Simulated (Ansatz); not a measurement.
**A vibration from a frozen displacement in Si**

These are results of Ansatz 0.2.0, DFT PBE, scalar-relativistic, plane waves, PAW, not measurements. The runs took a 420 eV cutoff, a Γ-centred 10×10×6 mesh and Gaussian smearing (0.03 eV). No spin polarisation. Energies are free energies at this smearing, counted from the undisturbed cell; pressure is positive in compression.

Reference structure (relaxed at this level; this form isn't the usual structure):

```xyz
8
Lattice="6.9566 -1.9335 -0.0050 6.9566 1.9335 -0.0050 -0.7560 0.0000 6.3199" Properties=species:S:1:pos:R:3 pbc="T T T"
Si    0.1137    0.0000    5.5238
Si   13.0437    0.0000    0.7862
Si    7.2866    0.0000    4.1254
Si    5.8707    0.0000    2.1846
Si    2.9189    0.0000    0.3585
Si   10.2384    0.0000    5.9514
Si    9.6726    0.0000    3.6937
Si    3.4847    0.0000    2.6162
```

Atom 1 (Si) is moved by x along the Cartesian unit vector (0.000, 1.000, 0.000); the cell and all other atoms stay fixed. The cell's volume is 170.00 Å³; the moved atoms weigh 28.085 u together and the others 196.595 u. Some rows repeat others by symmetry and weren't run.

```csv
x (Å),ΔE (meV/cell),total force on the moved atoms along the move (eV/Å),pressure (GPa)
-0.3000,499.45,3.3880,0.6970
-0.2700,403.19,3.0300,0.5614
-0.2400,317.59,2.6776,0.4413
-0.1800,177.71,1.9881,0.2463
-0.1200,78.68,1.3154,0.1092
-0.0600,19.62,0.6547,0.0279
0.0000,0.00,0.0000,0.0009
0.0600,19.62,-0.6547,0.0279
0.1200,78.68,-1.3154,0.1092
0.1800,177.71,-1.9881,0.2463
0.2400,317.59,-2.6776,0.4413
0.2700,403.19,-3.0300,0.5614
0.3000,499.45,-3.3880,0.6970
```

Task: What frequency belongs to this motion?

Result: The force constant is k = −dF/dx = 10.912 eV/Å², from the parabola through x = -0.0600, 0 and 0.0600. In every cell the moved atoms swing against the rest, so the mass is μ = m₁m₂/(m₁ + m₂) = 24.574 u, and ν̃ = 521.5 cm⁻¹ × √(|k|/μ) = 347 cm⁻¹. The pattern needn't be a normal mode: ν̃² is then a weighted mean of the squared nonzero frequencies at the zone centre of this cell, taken without macroscopic field, so it lies between the lowest and the highest of them.

Task: How far does the harmonic law reach?

Result: At x = -0.300 Å, kx²/2 = 491.02 meV against the computed 499.45 meV (+1.7 %): the well is still close to harmonic there.

Task: The pressure changes with x². What does that say about the frequency under compression?

Result: With E = k(V)x²/2, k ∝ V^(−2γ) and x scaling with the cell as V^(1/3), P − P0 = −∂E/∂V = (2γ − 2/3) ΔE/V. At x = 0.1200 Å, V(P − P0) = 170.00 × 0.10829 / 160.2 eV = 114.91 meV and ΔE = 78.68 meV, so γ = 1/3 + V(P − P0)/(2ΔE) = 1.06. This is the Grüneisen parameter of the motion under uniform scaling of the cell: shrinking the cell evenly by 1 % in volume raises the frequency by about 1.06 %.

Cost: 7 runs of about 14 core-minutes in all, on Intel Xeon Processor @ 2.70GHz (shared hosts).